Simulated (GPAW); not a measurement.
HfO2 in GPAW: the effect of functional

The system is HfO2.

```
Hf O
1.0
     3.55802    0.00000    0.00000
     0.00000    3.55802    0.00000
     0.00000    0.00000    5.17186
Hf O
2 4
Direct
  0.00000 0.00000 0.00000
  0.50000 0.50000 0.50000
  0.00000 0.50000 0.19721
  0.50000 0.00000 0.30279
  0.50000 0.00000 0.80279
  0.00000 0.50000 0.69721
```

Measurements of this composition are mostly on another form, of space group No. 14.

Alike in all runs:

| Item | Value |
| --- | --- |
| Program | GPAW 26.7.0 |
| Task | single point |
| Cutoff | 800 eV |
| Basis | pw |
| k mesh | 7 × 7 × 5 |
| Occupations | fermi-dirac, width 0.05 eV |
| Spin | no spin polarisation |

| functional | potentials or basis | gap on the mesh (eV) | largest force (eV/Å) |
| --- | --- | --- | --- |
| LDA | the program's PAW data sets (release 1.2.1) made for this functional | 4.56 | 0.05 |
| PBE | GPAW PAW data sets (gpaw-data 1.2.1) | ? | ? |
| BLYP | PAW data sets generated in the run's folder for this functional | 4.79 | 0.15 |
| vdW-DF-cx | GPAW PAW data sets (gpaw-data 1.2.1) | 4.72 | 0.27 |
| AM05 | PAW data sets generated in the run's folder for this functional | 4.66 | 0.20 |
| TPSS | GPAW PAW data sets (gpaw-data 1.2.1) | 4.85 | 0.38 |
| revPBE | the program's PAW data sets (release 1.2.1) made for this functional | 4.80 | 0.32 |
| optB88-vdW | GPAW PAW data sets (gpaw-data 1.2.1) | 4.77 | 0.23 |
| PBEsol | PAW data sets generated in the run's folder for this functional | 4.64 | 0.21 |

Problem. What does the run with functional PBE give?

Solution. gap on the mesh 4.76 eV; largest force 0.26 eV/Å.

Caveats: spin-orbit coupling is left out, which moves the levels of the heavy elements; an odd mesh through Γ misses points on the zone boundary, where band edges often lie; the PAW data sets were made with another functional, which shifts forces and pressure a little (some runs).
